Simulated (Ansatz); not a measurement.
Reactions of C4H9B (`BC(=C)CC`).

Isolated molecules relaxed with PBE0-D4/def2-TZVP in Ansatz; ΔE leaves out vibrations. CCSD(T)/CBS is the MP2 limit (def2-TZVPP, def2-QZVPP) plus CCSD(T) − MP2 in def2-TZVPP, frozen cores. This one scheme is used for every species. def2 core potentials past Kr. For Se, Sn, Ti outer-core shells are correlated without core-valence functions, which leaves a few kJ/mol of doubt a bond. Scalar relativity is left out up to krypton. One conformer a species, not always the lowest.

Order these by ΔE at CCSD(T)/CBS, lowest first. (Estimate.)
A. `BC(=C)CC` + `[AlH3]` → `B[C](=C)[AlH2]` + `CC`
B. `BC(=C)CC` + H₂ → `BC(=C)C` + CH₄
C. `BC(=C)CC` + `[NH2][AlH2]` → `B[NH][AlH2]` + `C=CCC`
D. `BC(=C)CC` + `C=C(O)[SiH3]` → `C=C([SiH3])OC` + `BC(=C)C`
E. `BC(=C)CC` + `[OH][Ti]([F])([Cl])[SeH]` → `C[Se][Ti]([OH])([F])[Cl]` + `BC(=C)C`
F. `BC(=C)CC` + HCl → `C=C(Cl)CC` + BH₃
G. `BC(=C)CC` + `OCO[SiH3]` → `BOCO[SiH3]` + `C=CCC`
H. `BC(=C)CC` + `[CH3][SnH]([OH])[F]` → `CC[O][SnH]([CH3])[F]` + `BC=C`

G (-125.3 kJ/mol), C (-104.8 kJ/mol), B (-67.0 kJ/mol), A (-37.1 kJ/mol), E (+1.3 kJ/mol), D (+33.0 kJ/mol), H (+52.1 kJ/mol), F (+74.1 kJ/mol).

Largest T1 diagnostic: 0.023, for `[OH][Ti]([F])([Cl])[SeH]`.
